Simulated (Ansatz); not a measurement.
Born–Oppenheimer molecular dynamics of a periodic cell of 32 atoms, Nb27H4C (surface Nb(110), adsorbate CH4). It goes on from the last frame of an earlier run, with new velocities.

Computed with DFT PBE-D3(BJ), scalar-relativistic, plane waves, PAW in Ansatz 0.2.0. Settings: cutoff 420 eV, k mesh 2x2x1, fermi-dirac smearing 0.15 eV, no spin polarisation.

```
ensemble        : NVT, Langevin thermostat
time step       : 0.5 fs
steps asked     : 110
set temperature : 2400 K
friction        : 0.01 /fs
atoms held      : 1 to 9
seed            : 741744
```

Frames 2.5 fs apart, positions in Å.

Velocities at 0 fs (Å/ps):

```
Nb 0.00 0.00 0.00
Nb 0.00 0.00 0.00
Nb 0.00 0.00 0.00
Nb 0.00 0.00 0.00
Nb 0.00 0.00 0.00
Nb 0.00 0.00 0.00
Nb 0.00 0.00 0.00
Nb 0.00 0.00 0.00
Nb 0.00 0.00 0.00
Nb -5.12 0.98 -3.29
Nb 0.67 5.85 -8.90
Nb -3.88 0.65 2.98
Nb -8.95 8.52 -4.29
Nb 1.72 0.42 -5.01
Nb 4.21 10.61 -2.32
Nb -0.84 2.55 -0.56
Nb 0.16 -6.88 2.64
Nb 2.15 4.29 -3.51
Nb 1.19 -2.08 -1.67
Nb 1.22 -3.65 3.85
Nb -8.45 3.59 0.12
Nb 0.22 3.06 4.02
Nb -6.13 2.27 3.37
Nb 4.83 -5.44 -8.93
Nb -3.49 -5.59 11.75
Nb 1.86 1.18 -7.65
Nb -1.86 -7.96 6.35
C 8.99 3.40 25.27
H -6.42 -19.95 0.51
H -37.68 -2.30 -12.47
H -23.97 18.35 49.89
H -5.61 -54.94 -1.93
```

```xyz
32
Lattice="9.9000 0.0000 0.0000 4.9500 7.0004 0.0000 0.0000 0.0000 17.6669" Properties=species:S:1:pos:R:3 time_fs=0 energy_less_start_eV=0.000 T=2400
Nb 0.000 0.000 1.000
Nb 3.300 0.000 1.000
Nb 6.600 0.000 1.000
Nb 1.650 2.333 1.000
Nb 4.950 2.333 1.000
Nb 8.250 2.333 1.000
Nb 3.300 4.667 1.000
Nb 6.600 4.667 1.000
Nb 9.900 4.667 1.000
Nb 0.043 2.305 3.244
Nb 3.311 2.254 3.117
Nb 6.548 2.470 3.324
Nb 1.710 4.688 3.310
Nb 4.826 4.710 3.234
Nb 8.238 4.659 3.171
Nb 3.258 7.209 3.248
Nb 6.506 7.070 3.215
Nb 9.792 6.854 3.271
Nb 0.185 -0.042 5.541
Nb 3.225 0.054 5.496
Nb 6.579 0.071 5.481
Nb 1.545 2.382 5.387
Nb 5.059 2.178 5.580
Nb 8.175 2.301 5.405
Nb 3.286 4.564 5.423
Nb 6.681 4.802 5.356
Nb 9.918 4.792 5.416
C 7.115 5.405 9.100
H 6.630 4.569 8.488
H 8.142 5.562 8.646
H 6.423 6.298 9.199
H 7.234 5.178 10.175
32
Lattice="9.9000 0.0000 0.0000 4.9500 7.0004 0.0000 0.0000 0.0000 17.6669" Properties=species:S:1:pos:R:3 time_fs=2.5 energy_less_start_eV=0.116 T=2045
Nb 0.000 0.000 1.000
Nb 3.300 0.000 1.000
Nb 6.600 0.000 1.000
Nb 1.650 2.333 1.000
Nb 4.950 2.333 1.000
Nb 8.250 2.333 1.000
Nb 3.300 4.667 1.000
Nb 6.600 4.667 1.000
Nb 9.900 4.667 1.000
Nb 0.031 2.309 3.235
Nb 3.310 2.268 3.094
Nb 6.540 2.469 3.330
Nb 1.686 4.707 3.300
Nb 4.829 4.712 3.221
Nb 8.249 4.685 3.165
Nb 3.259 7.213 3.247
Nb 6.508 7.054 3.221
Nb 9.798 6.866 3.262
Nb 0.190 -0.046 5.537
Nb 3.231 0.047 5.505
Nb 6.559 0.077 5.481
Nb 1.544 2.389 5.395
Nb 5.045 2.182 5.589
Nb 8.186 2.289 5.386
Nb 3.277 4.549 5.451
Nb 6.686 4.806 5.337
Nb 9.915 4.773 5.431
C 7.136 5.417 9.155
H 6.627 4.539 8.520
H 8.059 5.570 8.635
H 6.385 6.313 9.299
H 7.223 5.019 10.169
32
Lattice="9.9000 0.0000 0.0000 4.9500 7.0004 0.0000 0.0000 0.0000 17.6669" Properties=species:S:1:pos:R:3 time_fs=5 energy_less_start_eV=0.054 T=2153
Nb 0.000 0.000 1.000
Nb 3.300 0.000 1.000
Nb 6.600 0.000 1.000
Nb 1.650 2.333 1.000
Nb 4.950 2.333 1.000
Nb 8.250 2.333 1.000
Nb 3.300 4.667 1.000
Nb 6.600 4.667 1.000
Nb 9.900 4.667 1.000
Nb 0.017 2.310 3.227
Nb 3.312 2.278 3.073
Nb 6.534 2.466 3.337
Nb 1.663 4.727 3.284
Nb 4.833 4.716 3.205
Nb 8.257 4.707 3.156
Nb 3.261 7.216 3.242
Nb 6.514 7.040 3.226
Nb 9.803 6.880 3.252
Nb 0.194 -0.050 5.532
Nb 3.236 0.042 5.510
Nb 6.540 0.081 5.480
Nb 1.542 2.398 5.404
Nb 5.033 2.184 5.597
Nb 8.197 2.279 5.369
Nb 3.268 4.535 5.477
Nb 6.688 4.811 5.319
Nb 9.913 4.754 5.442
C 7.139 5.429 9.215
H 6.662 4.591 8.604
H 8.024 5.613 8.675
H 6.448 6.264 9.342
H 7.213 4.829 10.169
32
Lattice="9.9000 0.0000 0.0000 4.9500 7.0004 0.0000 0.0000 0.0000 17.6669" Properties=species:S:1:pos:R:3 time_fs=7.5 energy_less_start_eV=0.323 T=2088
Nb 0.000 0.000 1.000
Nb 3.300 0.000 1.000
Nb 6.600 0.000 1.000
Nb 1.650 2.333 1.000
Nb 4.950 2.333 1.000
Nb 8.250 2.333 1.000
Nb 3.300 4.667 1.000
Nb 6.600 4.667 1.000
Nb 9.900 4.667 1.000
Nb 0.004 2.309 3.217
Nb 3.317 2.287 3.052
Nb 6.529 2.462 3.343
Nb 1.637 4.745 3.264
Nb 4.840 4.719 3.188
Nb 8.264 4.729 3.149
Nb 3.262 7.216 3.235
Nb 6.523 7.027 3.232
Nb 9.805 6.900 3.242
Nb 0.195 -0.052 5.532
Nb 3.237 0.039 5.515
Nb 6.519 0.086 5.481
Nb 1.542 2.407 5.413
Nb 5.024 2.186 5.605
Nb 8.210 2.269 5.354
Nb 3.259 4.520 5.505
Nb 6.689 4.817 5.306
Nb 9.914 4.737 5.454
C 7.138 5.423 9.276
H 6.698 4.702 8.647
H 8.076 5.698 8.711
H 6.508 6.204 9.380
H 7.230 4.703 10.137
32
Lattice="9.9000 0.0000 0.0000 4.9500 7.0004 0.0000 0.0000 0.0000 17.6669" Properties=species:S:1:pos:R:3 time_fs=10 energy_less_start_eV=0.227 T=2161
Nb 0.000 0.000 1.000
Nb 3.300 0.000 1.000
Nb 6.600 0.000 1.000
Nb 1.650 2.333 1.000
Nb 4.950 2.333 1.000
Nb 8.250 2.333 1.000
Nb 3.300 4.667 1.000
Nb 6.600 4.667 1.000
Nb 9.900 4.667 1.000
Nb -0.009 2.310 3.209
Nb 3.320 2.297 3.030
Nb 6.524 2.463 3.347
Nb 1.611 4.765 3.247
Nb 4.848 4.719 3.172
Nb 8.271 4.751 3.146
Nb 3.262 7.215 3.228
Nb 6.532 7.013 3.239
Nb 9.803 6.919 3.229
Nb 0.195 -0.053 5.532
Nb 3.237 0.035 5.520
Nb 6.500 0.092 5.484
Nb 1.543 2.414 5.423
Nb 5.012 2.185 5.613
Nb 8.220 2.259 5.336
Nb 3.248 4.503 5.529
Nb 6.689 4.823 5.291
Nb 9.915 4.723 5.468
C 7.158 5.405 9.327
H 6.648 4.809 8.580
H 8.086 5.789 8.805
H 6.477 6.248 9.431
H 7.285 4.673 10.103
32
Lattice="9.9000 0.0000 0.0000 4.9500 7.0004 0.0000 0.0000 0.0000 17.6669" Properties=species:S:1:pos:R:3 time_fs=12.5 energy_less_start_eV=0.612 T=2041
Nb 0.000 0.000 1.000
Nb 3.300 0.000 1.000
Nb 6.600 0.000 1.000
Nb 1.650 2.333 1.000
Nb 4.950 2.333 1.000
Nb 8.250 2.333 1.000
Nb 3.300 4.667 1.000
Nb 6.600 4.667 1.000
Nb 9.900 4.667 1.000
Nb -0.021 2.314 3.204
Nb 3.320 2.305 3.006
Nb 6.518 2.466 3.345
Nb 1.583 4.789 3.231
Nb 4.858 4.719 3.159
Nb 8.276 4.773 3.145
Nb 3.261 7.213 3.222
Nb 6.543 6.998 3.247
Nb 9.807 6.937 3.217
Nb 0.195 -0.054 5.535
Nb 3.239 0.034 5.520
Nb 6.484 0.100 5.489
Nb 1.545 2.422 5.433
Nb 5.003 2.184 5.619
Nb 8.229 2.247 5.317
Nb 3.237 4.483 5.552
Nb 6.687 4.826 5.279
Nb 9.916 4.711 5.479
C 7.195 5.380 9.367
H 6.590 4.911 8.469
H 8.062 5.874 8.921
H 6.439 6.292 9.543
H 7.383 4.676 10.115
32
Lattice="9.9000 0.0000 0.0000 4.9500 7.0004 0.0000 0.0000 0.0000 17.6669" Properties=species:S:1:pos:R:3 time_fs=15 energy_less_start_eV=0.849 T=1861
Nb 0.000 0.000 1.000
Nb 3.300 0.000 1.000
Nb 6.600 0.000 1.000
Nb 1.650 2.333 1.000
Nb 4.950 2.333 1.000
Nb 8.250 2.333 1.000
Nb 3.300 4.667 1.000
Nb 6.600 4.667 1.000
Nb 9.900 4.667 1.000
Nb -0.033 2.317 3.198
Nb 3.317 2.308 2.987
Nb 6.516 2.469 3.336
Nb 1.557 4.812 3.213
Nb 4.868 4.718 3.146
Nb 8.279 4.796 3.146
Nb 3.258 7.211 3.218
Nb 6.556 6.983 3.253
Nb 9.813 6.957 3.207
Nb 0.195 -0.047 5.538
Nb 3.242 0.035 5.516
Nb 6.470 0.108 5.493
Nb 1.546 2.432 5.445
Nb 4.995 2.186 5.627
Nb 8.238 2.230 5.299
Nb 3.228 4.465 5.572
Nb 6.685 4.827 5.270
Nb 9.919 4.697 5.489
C 7.210 5.366 9.388
H 6.584 5.040 8.415
H 8.054 5.962 9.021
H 6.495 6.246 9.689
H 7.481 4.664 10.213
```

Of the whole run (55 fs, mean temperature of the second half 1314 K): The mean temperature of the second half is 45 % below the set value. A run of 0.055 ps of so small a system gives no equilibrium averages. Limits of this set-up: coarse k mesh, thin slab, slab without dipole correction, odd electron count without spin, a typed lattice constant that wasn't relaxed here.

Time of the run: 32 min on 4 threads of Intel(R) Xeon(R) Platinum 8488C (Sapphire Rapids), with other jobs on the host, peak memory 5.2 GiB.
